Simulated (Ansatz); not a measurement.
Runs of Ansatz 0.2.0 on SnSe2. The structure is trigonal, space group P-3m1 (No. 164). The conventional cell has a = 3.811 Å, b = 3.811 Å, c = 6.136 Å, α = 90.00°, β = 90.00°, γ = 120.00°. Around Sn (site symmetry -3m) lie 6 Se at 2.68 Å. Around Se (site symmetry 3m) lie 3 Sn at 2.68 Å. 

| task | level | potentials or basis | k mesh | cutoff (eV) | smearing | basis error allowed | mesh quality | gap on the mesh (eV) | pressure (GPa) | largest force (eV/Å) |
| --- | --- | --- | --- | --- | --- | --- | --- | --- | --- | --- |
| single point | PBE | all-electron LAPW, scalar-relativistic | 4 × 4 × 2 | 239 | fermi-dirac 0.04 eV | 0.002 eV/atom | coarse | 0.88 | 5.9 | 0.74 |
| band structure | PBEsol | all-electron LAPW, scalar-relativistic | 8 × 8 × 5 | 239 | fermi-dirac 0.05 eV | 0.002 eV/atom | not flagged | 0.74 | 2.5 | (a) |
| single point | PBE | all-electron LAPW, scalar-relativistic | 5 × 5 × 3 | 227 | fermi-dirac 0.02 eV | 0.003 eV/atom | not flagged | (b) | 5.7 | 0.74 |
| single point | PBE | all-electron LAPW, scalar-relativistic | 8 × 8 × 5 | 260 | fermi-dirac 0.05 eV | 0.001 eV/atom | not flagged | 0.81 | 5.5 | 0.79 |
| electric field gradients | PBE | all-electron PAW datasets made for the crystal | 8 × 8 × 5 | 240 | fermi-dirac 0.05 eV | - | not flagged | 0.81 | 5.5 | 0.79 |

Alike in all rows: no spin polarisation; cell as given.

Task: Estimate the missing entries.

Result: (a) 0.60; (b) 0.80.

Caveats: some runs use coarse meshes; spin-orbit coupling is left out, which moves the levels of the heavy elements; this functional lacks dispersion, which binds the layers, so the pressure and a relaxed spacing across them are unreliable; an odd mesh through Γ misses points on the zone boundary, where band edges often lie (some runs).

A k mesh can miss the band edges, and the runs leave out spin-orbit coupling on Se, Sn.

Not every run made on this cell is shown here.
